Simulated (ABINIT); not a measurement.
# MgS (P6_3mc) in ABINIT: convergence with k mesh

Aim: find how far k mesh must go before the results for MgS settle, at LDA. This setting moves, with any that are tied to it; all else stays.

Everything below comes from runs of ABINIT 10.8.3 (patched build). Logs are shortened: lines on timing, memory, paths and dates and some standing lists are left out, and cuts for length are marked. The log counts tension as positive stress, the text compression.

## Step 1: The structure

The structure is hexagonal, space group P6_3mc (No. 186). The conventional cell has a = 4.035 Å, b = 4.035 Å, c = 6.432 Å, α = 90.00°, β = 90.00°, γ = 120.00°. Around S (site symmetry 3m) lie 4 Mg at 2.45 to 2.47 Å. Around Mg (site symmetry 3m) lie 4 S at 2.45 to 2.47 Å.

The cell comes from a database or a generator and needn't be the stable form of this composition.

## Step 2: With k mesh 1 × 1 × 1

Input file run.abi:

```
# Pseudopotentials
pp_dirpath "./"
pseudos "S.upf, Mg.upf"

# Structure
acell 3*1.0 Angstrom
rprim
     4.0346224068     0.0000000000     0.0000000000
    -2.0173112034     3.4940854990     0.0000000000
     0.0000000000     0.0000000000     6.4322941800
ntypat 2
znucl 16 12
natom 4
typat 1 1 2 2
xred
     0.6666666667     0.3333333333     0.8792441500
     0.3333333333     0.6666666667     0.3792441500
     0.3333333333     0.6666666667     0.9957548500
     0.6666666667     0.3333333333     0.4957548500

# Plane-wave basis
ecut 42.0

# k points
kptopt 1
ngkpt 1 1 1
nshiftk 1
shiftk 0.0 0.0 0.0

# Exchange and correlation
ixc 7

# Bands and occupations
nband 20
occopt 6
tsmear 0.1 eV

# SCF cycle
nstep 100
tolvrs 1.0e-10

# Output
iomode 3
prtwf 0
prtden 0
prteig 0
prtebands 0
enunit 1
```

Potentials or basis: PseudoDojo NC SR LDA v0.4.1 standard.

Run with:

```console
$ abinit run.abi > log 2>&1
```

run.abo:

```text
.Version 10.8.3 of ABINIT
 Symmetries : space group P6_3 m c (#186); Bravais hP (primitive hexag.)
================================================================================
 Values of the parameters that define the memory need of the present run
     intxc =       0    ionmov =       0      iscf =       7    lmnmax =       6
     lnmax =       6     mgfft =      72  mpssoang =       3    mqgrid =    3547
     natom =       4  nloc_mem =       1    nspden =       1   nspinor =       1
    nsppol =       1      nsym =      12    n1xccc =    2501    ntypat =       2
    occopt =       6   xclevel =       1
       mpw =        3972          nfft =      165888          nkpt =           1
================================================================================
================================================================================

--------------------------------------------------------------------------------
------------- Echo of variables that govern the present computation ------------
--------------------------------------------------------------------------------
 -outvars: echo values of preprocessed input variables --------
            acell      1.8897261259E+00  1.8897261259E+00  1.8897261259E+00 Bohr
              amu      3.20660000E+01  2.43050000E+01
             ecut      4.20000000E+01 Hartree
           enunit           1
              ixc           7
         kptrlatt        1    0    0      0    1    0      0    0    1
          kptrlen      7.62433137E+00
            natom           4
            nband          20
            ngfft          48      48      72
             nkpt           1
            nstep         100
             nsym          12
           ntypat           2
           occopt           6
           prtden           0
        prtebands           0
           prteig           0
            prtwf           0
            rprim      4.0346224068E+00  0.0000000000E+00  0.0000000000E+00
                      -2.0173112034E+00  3.4940854990E+00  0.0000000000E+00
                       0.0000000000E+00  0.0000000000E+00  6.4322941800E+00
          spgroup         186
           tolvrs      1.00000000E-10
           tsmear      3.67493222E-03 Hartree
            typat      1  1  2  2
           xangst      2.0173112034E+00  1.1646951663E+00  5.6555570288E+00
                      -2.9862204611E-16  2.3293903327E+00  2.4394099388E+00
                      -2.9862204611E-16  2.3293903327E+00  6.4049881264E+00
                       2.0173112034E+00  1.1646951663E+00  3.1888410364E+00
            xcart      3.8121656852E+00  2.2009548845E+00  1.0687453874E+01
                      -5.6431388231E-16  4.4019097691E+00  4.6098166932E+00
                      -5.6431388231E-16  4.4019097691E+00  1.2103673399E+01
                       3.8121656852E+00  2.2009548845E+00  6.0260362178E+00
             xred      6.6666666667E-01  3.3333333333E-01  8.7924415000E-01
                       3.3333333333E-01  6.6666666667E-01  3.7924415000E-01
                       3.3333333333E-01  6.6666666667E-01  9.9575485000E-01
[... 116 lines left out ...]
 reduced coordinates (array xred) for    4 atoms
       0.666666666667      0.333333333333      0.879244150000
       0.333333333333      0.666666666667      0.379244150000
       0.333333333333      0.666666666667      0.995754850000
       0.666666666667      0.333333333333      0.495754850000
 rms dE/dt=  2.4253E-02; max dE/dt=  4.1940E-02; dE/dt below (all hartree)
    1       0.000000000000      0.000000000000     -0.042076692836
    2      -0.000000000000      0.000000000000     -0.042076692836
    3       0.000000000000      0.000000000000      0.041939573689
    4      -0.000000000000      0.000000000000      0.041939573689

 cartesian coordinates (angstrom) at end:
    1      2.01731120340000     1.16469516633333     5.65555702884405
    2     -0.00000000000000     2.32939033266667     2.43940993884405
    3     -0.00000000000000     2.32939033266667     6.40498812636177
    4      2.01731120340000     1.16469516633333     3.18884103636177

 cartesian forces (hartree/bohr) at end:
    1     -0.00000000000000    -0.00000000000000     0.00345595928265
    2      0.00000000000000     0.00000000000000     0.00345595928265
    3     -0.00000000000000    -0.00000000000000    -0.00345595928265
    4      0.00000000000000     0.00000000000000    -0.00345595928265
 frms,max,avg= 1.9952990E-03 3.4559593E-03   0.000E+00  0.000E+00  5.640E-06 h/b

 cartesian forces (eV/Angstrom) at end:
    1     -0.00000000000000    -0.00000000000000     0.17771257154855
    2      0.00000000000000     0.00000000000000     0.17771257154855
    3     -0.00000000000000    -0.00000000000000    -0.17771257154855
    4      0.00000000000000     0.00000000000000    -0.17771257154855
 frms,max,avg= 1.0260240E-01 1.7771257E-01   0.000E+00  0.000E+00  2.900E-04 e/A
 length scales=  1.889726125908  1.889726125908  1.889726125908 bohr
              =  1.000000000000  1.000000000000  1.000000000000 angstroms
 Fermi (or HOMO) energy (eV) =   4.41919   Average Vxc (eV)=  -8.71753
 Eigenvalues (   eV  ) for nkpt=   1  k points:
 kpt#   1, nband= 20, wtk=  1.00000, kpt=  0.0000  0.0000  0.0000 (reduced coord)
 -72.43906  -72.43897  -39.85900  -39.85652  -39.82077  -39.82077  -39.82033  -39.82033
  -9.05315   -8.18764   -1.38925    1.69934    1.69934    2.18741    2.18741    2.26212
   4.97780    6.14276    8.98298    8.98298

--- !EnergyTerms
iteration_state     : {dtset: 1, }
comment             : Components of total free energy in Hartree
kinetic             :  7.59836139221948E+01
hartree             :  5.10741641172718E+01
xc                  : -2.19164359294153E+01
Ewald energy        : -6.71865196163188E+01
psp_core            :  1.87022820415366E+00
local_psp           : -1.47156025933353E+02
non_local_psp       : -3.32621719528003E+01
internal            : -1.40593147188267E+02
'-kT*entropy'       :  1.75508538773899E-15
total_energy        : -1.40593147188267E+02
total_energy_eV     : -3.82573443167798E+03
band_energy         : -2.88460261331111E+01
...

 Cartesian components of stress tensor (hartree/bohr^3)
  sigma(1 1)= -4.70282918E-04  sigma(3 2)=  0.00000000E+00
  sigma(2 2)= -4.70282918E-04  sigma(3 1)=  0.00000000E+00
  sigma(3 3)=  2.53510252E-06  sigma(2 1)=  0.00000000E+00

-Cartesian components of stress tensor (GPa)         [Pressure=  9.1993E+00 GPa]
- sigma(1 1)= -1.38362012E+01  sigma(3 2)=  0.00000000E+00
- sigma(2 2)= -1.38362012E+01  sigma(3 1)=  0.00000000E+00
- sigma(3 3)=  7.45852913E-02  sigma(2 1)=  0.00000000E+00

== END DATASET(S) ==============================================================
================================================================================

 -outvars: echo values of variables after computation  --------
            acell      1.8897261259E+00  1.8897261259E+00  1.8897261259E+00 Bohr
           etotal     -1.4059314719E+02
            fcart     -7.0632953695E-29 -4.0779954829E-29  3.4559592827E-03
                       7.0632953695E-29  4.0779954829E-29  3.4559592827E-03
                      -1.4126590739E-28 -8.1559909658E-29 -3.4559592827E-03
                       1.4126590739E-28  8.1559909658E-29 -3.4559592827E-03
            rprim      4.0346224068E+00  0.0000000000E+00  0.0000000000E+00
                      -2.0173112034E+00  3.4940854990E+00  0.0000000000E+00
                       0.0000000000E+00  0.0000000000E+00  6.4322941800E+00
           strten     -4.7028291834E-04 -4.7028291839E-04  2.5351025231E-06
                       0.0000000000E+00  0.0000000000E+00  0.0000000000E+00
           xangst      2.0173112034E+00  1.1646951663E+00  5.6555570288E+00
                      -2.9862204611E-16  2.3293903327E+00  2.4394099388E+00
                      -2.9862204611E-16  2.3293903327E+00  6.4049881264E+00
                       2.0173112034E+00  1.1646951663E+00  3.1888410364E+00
             xred      6.6666666667E-01  3.3333333333E-01  8.7924415000E-01
                       3.3333333333E-01  6.6666666667E-01  3.7924415000E-01
                       3.3333333333E-01  6.6666666667E-01  9.9575485000E-01
                       6.6666666667E-01  3.3333333333E-01  4.9575485000E-01
 Calculation completed.
```

Run time: 4.5 s. Hardware: 1 thread of Arm Neoverse V2, shared host; peak memory 0.09 GiB.

What came out:

```yaml
Free_energy: -3825.7344 eV
Pressure: 9.2 GPa
Largest_force: 0.178 eV/Å
Band_gap_on_the_k_mesh: 2.72 eV, direct
Valence_electrons_inside_the_program's_atomic_spheres: S 4.13; Mg 8.27
```

## Step 3: With k mesh 2 × 2 × 1

run.abi, as its differences from that of step 2:

```diff
@@ -25,3 +25,3 @@
 kptopt 1
-ngkpt 1 1 1
+ngkpt 2 2 1
 nshiftk 1
```

Potentials or basis: PseudoDojo NC SR LDA v0.4.1 standard.

Run with:

```console
$ abinit run.abi > log 2>&1
```

It took 6.6 s on 1 thread of Arm Neoverse V2, shared host; peak memory 0.09 GiB.

The run converged. Its results:

| Item | Value |
| --- | --- |
| Free energy | -3833.1331 eV |
| Pressure | -1.2 GPa |
| Largest force | 0.004 eV/Å |
| Band gap on the k mesh | 3.09 eV, direct |
| Valence electrons inside the program's atomic spheres | S 3.99; Mg 8.32 |

## Step 4: With k mesh 3 × 3 × 1

run.abi, as its differences from that of step 3:

```diff
@@ -25,3 +25,3 @@
 kptopt 1
-ngkpt 2 2 1
+ngkpt 3 3 1
 nshiftk 1
```

Run with:

```console
$ abinit run.abi > log 2>&1
```

It took 14 s on 1 thread of Arm Neoverse V2, shared host; peak memory 0.09 GiB.

It converged, with:

```
Free energy                                           : -3833.7480 eV
Pressure                                              : -2.1 GPa
Largest force                                         : 0.054 eV/Å
Band gap on the k mesh                                : 3.13 eV, direct
Valence electrons inside the program's atomic spheres : S 3.97; Mg 8.32
```

## Step 5: With k mesh 4 × 4 × 2

run.abi, as its differences from that of step 4:

```diff
@@ -25,3 +25,3 @@
 kptopt 1
-ngkpt 3 3 1
+ngkpt 4 4 2
 nshiftk 1
```

Run with:

```console
$ abinit run.abi > log 2>&1
```

Run time: 30 s. Hardware: 1 thread of Arm Neoverse V2, shared host; peak memory 0.1 GiB.

The run converged. Its results:

```
Free energy                                           : -3833.7089 eV
Pressure                                              : -2.0 GPa
Largest force                                         : 0.051 eV/Å
Band gap on the k mesh                                : 3.14 eV, direct
Valence electrons inside the program's atomic spheres : S 3.97; Mg 8.32
```

## Step 6: With k mesh 5 × 5 × 2

run.abi, as its differences from that of step 5:

```diff
@@ -25,3 +25,3 @@
 kptopt 1
-ngkpt 4 4 2
+ngkpt 5 5 2
 nshiftk 1
```

Potentials or basis: PseudoDojo NC SR LDA v0.4.1 standard.

Run with:

```console
$ abinit run.abi > log 2>&1
```

Run time: 44 s. Hardware: 1 thread of Arm Neoverse V2, shared host; peak memory 0.11 GiB.

Results (log left out):

| Item | Value |
| --- | --- |
| Free energy | -3833.7213 eV |
| Pressure | -2.0 GPa |
| Largest force | 0.053 eV/Å |
| Band gap on the k mesh | 3.14 eV, direct |
| Valence electrons inside the program's atomic spheres | S 3.97; Mg 8.32 |

## Step 7: With k mesh 6 × 6 × 3

run.abi, as its differences from that of step 6:

```diff
@@ -25,3 +25,3 @@
 kptopt 1
-ngkpt 5 5 2
+ngkpt 6 6 3
 nshiftk 1
```

Run with:

```console
$ abinit run.abi > log 2>&1
```

Wall time 62 s (1 thread of Arm Neoverse V2, shared host); peak memory 0.12 GiB.

The run converged. Its results:

| Item | Value |
| --- | --- |
| Free energy | -3833.7240 eV |
| Pressure | -2.0 GPa |
| Largest force | 0.052 eV/Å |
| Band gap on the k mesh | 3.14 eV, direct |
| Valence electrons inside the program's atomic spheres | S 3.97; Mg 8.32 |

## Step 8: With k mesh 7 × 7 × 3

run.abi, as its differences from that of step 7:

```diff
@@ -25,3 +25,3 @@
 kptopt 1
-ngkpt 6 6 3
+ngkpt 7 7 3
 nshiftk 1
```

Run with:

```console
$ abinit run.abi > log 2>&1
```

It took 74 s on 1 thread of Arm Neoverse V2, shared host; peak memory 0.13 GiB.

Results (log left out):

```yaml
Free_energy: -3833.7244 eV
Pressure: -2.0 GPa
Largest_force: 0.052 eV/Å
Band_gap_on_the_k_mesh: 3.14 eV, direct
Valence_electrons_inside_the_program's_atomic_spheres: S 3.97; Mg 8.32
```

## Step 9: With k mesh 9 × 9 × 4

run.abi, as its differences from that of step 8:

```diff
@@ -25,3 +25,3 @@
 kptopt 1
-ngkpt 7 7 3
+ngkpt 9 9 4
 nshiftk 1
```

Potentials or basis: PseudoDojo NC SR LDA v0.4.1 standard.

Run with:

```console
$ abinit run.abi > log 2>&1
```

Run time: 2.8 min. Hardware: 1 thread of Arm Neoverse V2, shared host; peak memory 0.18 GiB.

Results (log left out):

| Property | Result |
| --- | --- |
| Free energy | -3833.7252 eV |
| Pressure | -2.0 GPa |
| Largest force | 0.052 eV/Å |
| Band gap on the k mesh | 3.14 eV, direct |
| Valence electrons inside the program's atomic spheres | S 3.97; Mg 8.32 |

## Step 10: With k mesh 10 × 10 × 4

run.abi, as its differences from that of step 9:

```diff
@@ -25,3 +25,3 @@
 kptopt 1
-ngkpt 9 9 4
+ngkpt 10 10 4
 nshiftk 1
```

Run with:

```console
$ abinit run.abi > log 2>&1
```

It took 3.2 min on 1 thread of Arm Neoverse V2, shared host; peak memory 0.19 GiB.

The run converged. Its results:

| Quantity | Value |
| --- | --- |
| Free energy | -3833.7252 eV |
| Pressure | -2.0 GPa |
| Largest force | 0.052 eV/Å |
| Band gap on the k mesh | 3.14 eV, direct |
| Valence electrons inside the program's atomic spheres | S 3.97; Mg 8.32 |

## Step 11: The series at a glance

| k mesh | energy less the tightest run (meV/atom) | pressure (GPa) | largest force (eV/Å) | gap on the mesh (eV) | SCF cycles | CPU time (s) | peak memory (GiB) |
| --- | --- | --- | --- | --- | --- | --- | --- |
| 1 × 1 × 1 | 1997.68 | 9.20 | 0.178 | 2.716 | 11 | 4.4 | 0.09 |
| 2 × 2 × 1 | 148.02 | -1.16 | 0.004 | 3.086 | 10 | 6.5 | 0.09 |
| 3 × 3 × 1 | -5.71 | -2.11 | 0.054 | 3.132 | 11 | 14 | 0.09 |
| 4 × 4 × 2 | 4.07 | -1.99 | 0.051 | 3.140 | 10 | 30 | 0.1 |
| 5 × 5 × 2 | 0.96 | -2.02 | 0.053 | 3.143 | 10 | 44 | 0.11 |
| 6 × 6 × 3 | 0.30 | -2.02 | 0.052 | 3.143 | 10 | 62 | 0.12 |
| 7 × 7 × 3 | 0.18 | -2.02 | 0.052 | 3.143 | 10 | 74 | 0.13 |
| 9 × 9 × 4 | 0.00 | -2.02 | 0.052 | 3.144 | 10 | 170 | 0.18 |
| 10 × 10 × 4 | 0.00 | -2.02 | 0.052 | 3.144 | 10 | 190 | 0.19 |

Against the tightest run, the energy stays within 1 meV/atom from 5 × 5 × 2 on; the pressure stays within 0.1 GPa from 3 × 3 × 1 on; the largest force stays within 0.005 eV/Å from 3 × 3 × 1 on; the gap on the mesh stays within 0.01 eV from 4 × 4 × 2 on. Meshes of other sizes hit other points, so gaps and Fermi surfaces needn't settle smoothly. The tightest run that finished is the yardstick and may itself not be fully converged.
